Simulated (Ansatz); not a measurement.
**TiO₂ films: biaxial stress and wafer bow**

Plane-wave DFT in Ansatz, PBE+U, scalar-relativistic PAW potentials, cutoff 420 eV, no spin-orbit coupling; no spin polarisation. U_eff = 4.0 eV on Ti. TiO₂ in space group I4_1/amd, strained equally along a and b of the conventional cell, with c and the atoms relaxed within the symmetry (a film with c along the normal). Stress is the in-plane mean, tension positive.

| strain (%) | stress (GPa) | E − E(0) (meV/atom) |
| --- | --- | --- |
| -4.5 | -12.84 | 43.4 |
| -3.0 | -8.59 | 19.2 |
| -1.5 | -4.31 | 4.7 |
| +0.0 | -0.01 | 0.0 |
| +1.5 | ? | 4.8 |
| +3.0 | 8.31 | 18.8 |

Problem. Fit the stress, get the biaxial modulus and predict the missing row.

Solution. A parabola through the given rows is σ = -0.05 + 2.813 ε -0.0074 ε² GPa (ε in %), so M = dσ/dε = 281 GPa at zero. It predicts 4.15 GPa at +1.5 %; the run gave 4.27 GPa. The miss is 0.12 GPa, so the fit holds. The negative square term means that the film is stiffer in compression than in tension. The energies check it: E/V = Mε² at small strain, and a cubic fit with V = 11.87 Å³/atom gives M = 284 GPa, in agreement.

Problem. How much does a 100 nm film at +0.5 % strain bow a 300 mm Si(001) wafer 775 μm thick?

Solution. The fit, without its small constant, gives σ = 1.40 GPa. Stoney's formula, κ = 6σt_f/(M_s t_s²) with M_s = 180.5 GPa for Si(001) (literature), gives |κ| = 7.75×10⁻³ m⁻¹ and a bow κr²/2 = 87.2 μm at r = 150 mm, with the film side concave (tension pulls the edges up). This assumes a single-crystal or fully textured, unrelaxed film at 0 K.

Cost: about 20 core-minutes for the runs cited, on Intel Xeon Platinum 8259CL (Skylake/Cascade Lake) (shared hosts).

The stress and energy data agree on an in-plane biaxial modulus of about 281 GPa for this anatase film. Such stiffness is expected of a network of strong, partly covalent Ti–O bonds, while the free c axis lets part of the strain relax through the Poisson response and through bond-angle changes in the edge-sharing octahedra.

The negative square term should not be read as steady stiffening under compression. Between successive rows, the stress increments shrink slightly towards -4.5 %, and the clear softening appears only between +1.5 and +3.0 %. The response is therefore stiffest near zero strain, a shape a parabola cannot reproduce, which probably explains why the miss at +1.5 % exceeds the scatter of the fitted points. Weakening of stretched Ti–O bonds is a plausible cause of the tensile softening.

For the wafer this hardly matters, because at +0.5 % the linear term dominates the bow. Since the relaxation preserved the symmetry, the smooth curve does not rule out a symmetry-breaking distortion at the larger strains.
